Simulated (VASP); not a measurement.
## SnTe: elastic constants with PBE

The system is SnTe.

```xyz
2
Lattice="0.0000 3.1509 3.1509 3.1509 0.0000 3.1509 3.1509 3.1509 0.0000" Properties=species:S:1:pos:R:3 pbc="T T T"
Te    3.1509    3.1509    3.1509
Sn    0.0000    0.0000    0.0000
```

```yaml
Program: VASP 6.6.1
Task: elastic constants
Functional: PBE
Potentials_or_basis: VASP PAW PBE potentials, release 64 (Te, Sn_d)
Cutoff: 600 eV
k_mesh: 5 × 5 × 5
Occupations: gaussian, width 0.02 eV
Spin: no spin polarisation
Ions_in_elastic_constants: relaxed
Further_INCAR_settings: ALGO = Normal; EDIFF = 1e-08; IBRION = 6; POTIM = 0.015; NSW = 1; ISIF = 3
```

```yaml
Relaxed_volume: 32.88 Å³/atom
Relaxed_cell: a = 4.531 Å, b = 4.531 Å, c = 4.531 Å, α = 60.00°, β = 60.00°, γ = 60.00°
Space_group_after_relaxing_to_0.05_Å: Fm-3m (No. 225)
Elastic_constants_C11_C12_C44: 115, 3, 16 GPa
Voigt_bulk_modulus: 40 GPa
Highest_phonon_frequency_at_Γ_LO-TO_splitting_left_out: 0 cm⁻¹
Most_unstable_mode: 50i cm⁻¹
```

The path:
```csv
step,energy change (eV),largest force (eV/Å),pressure (GPa),volume (Å³)
1,0.0000,0.0000,2.23,62.56
2,-0.0201,0.0000,-0.48,66.59
3,-0.0214,0.0000,0.01,65.76
```

Final structure:
```
CELL_PARAMETERS angstrom
0.00000 3.20367 3.20367
3.20367 0.00000 3.20367
3.20367 3.20367 0.00000
ATOMIC_POSITIONS crystal
Te 0.50000 0.50000 0.50000
Sn 0.00000 0.00000 0.00000
```

Phonon frequencies in cm⁻¹ (negative: imaginary):
| q point | frequencies |
| --- | --- |
| (0.000, 0.000, 0.000) | -50 -50 -50 0 0 0 |

Elastic tensor in Voigt notation (GPa, in the Cartesian axes of the cell as first typed):
```
115   3   3   0   0   0
  3 115   3   0   0   0
  3   3 115   0   0   0
  0   0   0  16   0   0
  0   0   0   0  16   0
  0   0   0   0   0  16
```

Clamped-ion elastic tensor (GPa):
```
115   3   3   0   0   0
  3 115   3   0   0   0
  3   3 115   0   0   0
  0   0   0  16   0   0
  0   0   0   0  16   0
  0   0   0   0   0  16
```

Wall time 2.8 min on 1 thread of Intel(R) Xeon(R) 6975P-C (Granite Rapids) (shared host), peak memory 0.26 GiB.

Caveat: some modes are imaginary; this odd mesh misses L, where the gap lies, so gap, dielectric constants and Born charges aren't listed. Spin-orbit coupling is left out, which matters for the levels of Te.
